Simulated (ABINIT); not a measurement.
## TiSe in ABINIT: convergence with k mesh

Input of the first run (k mesh 2 × 2 × 2); the others differ in this setting and in those tied to it:

The input run.abi:

```
# Pseudopotentials
pp_dirpath "./"
pseudos "Ti.upf, Se.upf"

# Structure
acell 3*1.0 Angstrom
rprim
     0.0000000000     3.1030036500     3.1030036500
     3.1030036500     0.0000000000     3.1030036500
     3.1030036500     3.1030036500     0.0000000000
ntypat 2
znucl 22 34
natom 2
typat 1 2
xred
     0.0000000000     0.0000000000     0.0000000000
     0.2500000000     0.2500000000     0.2500000000

# Plane-wave basis
ecut 43.0

# k points
kptopt 1
ngkpt 2 2 2
nshiftk 1
shiftk 0.0 0.0 0.0

# Exchange and correlation
ixc -106131

# Bands and occupations
nband 18
occopt 4
tsmear 0.1 eV

# SCF cycle
nstep 100
tolvrs 1.0e-10

# Output
iomode 3
prtwf 0
prtden 0
prteig 0
prtebands 0
```

Potentials or basis: PseudoDojo NC SR PBE v0.4.1 standard.

Command:

```bash
$ abinit run.abi > log 2>&1
```

The cell comes from a database or a generator and needn't be the stable form of this composition.

Hardware: 1 thread of Intel(R) Xeon(R) 6975P-C (Granite Rapids), on a shared host.

Task: The values tried are 2 × 2 × 2, 4 × 4 × 4, 5 × 5 × 5, 6 × 6 × 6, 7 × 7 × 7, 8 × 8 × 8, 10 × 10 × 10, 12 × 12 × 12, loosest first. From which on does the energy stay within 1 meV/atom of the tightest run that finished?

Result: From 7 × 7 × 7 on.

| k mesh | energy less the tightest run (meV/atom) | pressure (GPa) | SCF cycles | CPU time (s) | peak memory (GiB) |
| --- | --- | --- | --- | --- | --- |
| 2 × 2 × 2 | 226.53 | -5.87 | 21 | 9.2 | 0.09 |
| 4 × 4 × 4 | 5.46 | -7.71 | 32 | 45 | 0.09 |
| 5 × 5 × 5 | -10.55 | -7.88 | 24 | 51 | 0.1 |
| 6 × 6 × 6 | 2.35 | -7.77 | 20 | 67 | 0.11 |
| 7 × 7 × 7 | 0.15 | -7.78 | 18 | 82 | 0.12 |
| 8 × 8 × 8 | 0.37 | -7.80 | 19 | 120 | 0.13 |
| 10 × 10 × 10 | -0.03 | -7.81 | 22 | 210 | 0.15 |
| 12 × 12 × 12 | 0.00 | -7.80 | 24 | 360 | 0.2 |

Against the tightest run, the pressure stays within 0.1 GPa from 4 × 4 × 4 on. Meshes of other sizes hit other points, so gaps and Fermi surfaces needn't settle smoothly. The tightest run that finished is the yardstick and may itself not be fully converged.

Caveat, for the tightest run too: the potentials were made for another functional, which shifts forces and pressure.
